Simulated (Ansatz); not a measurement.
GaAs: relaxation step by step

A trial structure of GaAs was built thus: random cell by space group and Wyckoff sites (I4/mmm, No. 139). Lengths were set from tabulated atomic sizes, so they are only a guess.

```cif
data_structure
_symmetry_space_group_name_H-M 'P 1'
_symmetry_Int_Tables_number 1
_cell_length_a 4.2439
_cell_length_b 4.2439
_cell_length_c 4.2439
_cell_angle_alpha 129.269
_cell_angle_beta 129.269
_cell_angle_gamma 74.578
_cell_volume 44.64
loop_
_atom_site_label
_atom_site_type_symbol
_atom_site_fract_x
_atom_site_fract_y
_atom_site_fract_z
_atom_site_occupancy
Ga1 Ga 0.50000 0.50000 0.00000 1
As1 As 0.00000 0.00000 0.00000 1
```

The calculation used DFT PBE, scalar-relativistic, plane waves, PAW (Ansatz 0.2.0). Cutoff 420 eV, Gaussian smearing, Γ-centred meshes. Cell and atoms relax first on a coarse mesh and then on a finer one. In between, the cell is made exact in the group found at 0.06 Å. In metals the finer mesh still leaves noise of several meV/atom or more. The steps can't lower the symmetry of their start. No spin polarisation.

Steps on the 6×6×6 mesh (2 atoms, 9 steps). The free energy counts from the last step; the plane-wave basis is renewed at times, which shifts energy and pressure.

```
step  ΔF (meV/atom)  V (Å³/atom)  P (GPa)
   1          173.7        22.32    -0.44
   2          115.6        21.60    -1.47
   3           67.8        20.61    -0.41
   4           14.7        20.16    -1.00
   5            2.4        19.83    -0.56
   6            1.0        19.70    -0.21
   7           -0.2        19.56     0.13
   8           -0.3        19.61    -0.08
   9            0.0        19.61    -0.09
```

The relaxed structure, after a last relaxation on the converged mesh:

```yaml
crystal:
  lattice:
    - [0.00000, 2.69563, 2.69563]
    - [2.69563, 0.00000, 2.69563]
    - [2.69563, 2.69563, 0.00000]
  atoms:
    - { symbol: Ga, position: [0.50000, 0.50000, 0.50000] }
    - { symbol: As, position: [0.00000, 0.00000, 0.00000] }
```

The symmetry goes from I4/mmm (No. 139) to Fm-3m (No. 225). The end has the rock salt type. The volume per atom shrinks by 12.2 %, from 22.3 to 19.6 Å³. The shortest distance goes from 2.57 Å (Ga–As) to 2.70 Å (Ga–As). The energy falls by about 0.17 eV/atom (the start's value is from the coarse mesh). The end is written in a standard setting, so origin, axes and order of atoms can differ from the start's. Ga has 6 As at 2.70 Å; As has 6 Ga at 2.70 Å.

```yaml
Volume_per_atom: 19.59 Å³
Density: 6.13 g/cm³
Formation_energy: −0.03 eV/atom
Gap_on_the_18×18×18_mesh_of_the_2-atom_cell: 0 eV (a metal)
```

Energies over the elements count from the elements' standard structures at the same level, with no fitted energy shifts.

The last run used Gaussian smearing of 0.10 eV. For metals, differences of a few meV/atom aren't resolved. The reference form of As is held partly by dispersion forces, which this level lacks. Symmetry constrained the relaxation, so the result can be a saddle point. In all, the 3 runs took 45 s on 1 thread of Arm Neoverse V2 (shared host). Another cell of GaAs relaxed alike, in F-43m (a cell as deposited in COD), lies 0.33 eV/atom lower, so this cell isn't the stable form at this level.
